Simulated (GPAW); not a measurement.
# PbF2 (Fluorocronite) in GPAW: the effect of functional

PbF2 (Fluorocronite):

```
Pb F
1.0
     0.00000    2.96366    2.96366
     2.96366    0.00000    2.96366
     2.96366    2.96366    0.00000
Pb F
1 2
Direct
  0.00000 0.00000 0.00000
  0.75000 0.75000 0.75000
  0.25000 0.25000 0.25000
```

Alike in all runs:

| Item | Value |
| --- | --- |
| Program | GPAW 26.7.0 |
| Cutoff | 800 eV |
| Basis | pw |
| k mesh | 8 × 8 × 8 |
| Occupations | fermi-dirac, width 0.05 eV |
| Spin | no spin polarisation |

Task: One run gave: gap on the mesh 4.86 eV. Which functional did it use?
A. PBEsol
B. r2SCAN
C. TB-mBJ

Result: B.

```csv
functional,potentials or basis,gap on the mesh (eV)
PBEsol,PAW data sets generated in the run's folder for this functional,4.23
r2SCAN,GPAW PAW data sets (gpaw-data 1.2.1),4.86
TB-mBJ,GPAW PAW data sets for LDA (gpaw-data 1.2.1),5.77
```

Caveats: spin-orbit coupling is left out, which as a rule narrows the gap of such compounds by several tenths of an eV; a model potential gives levels but no total energy (some runs).

A k mesh can miss the band edges.

Not every run made on this cell is shown here.
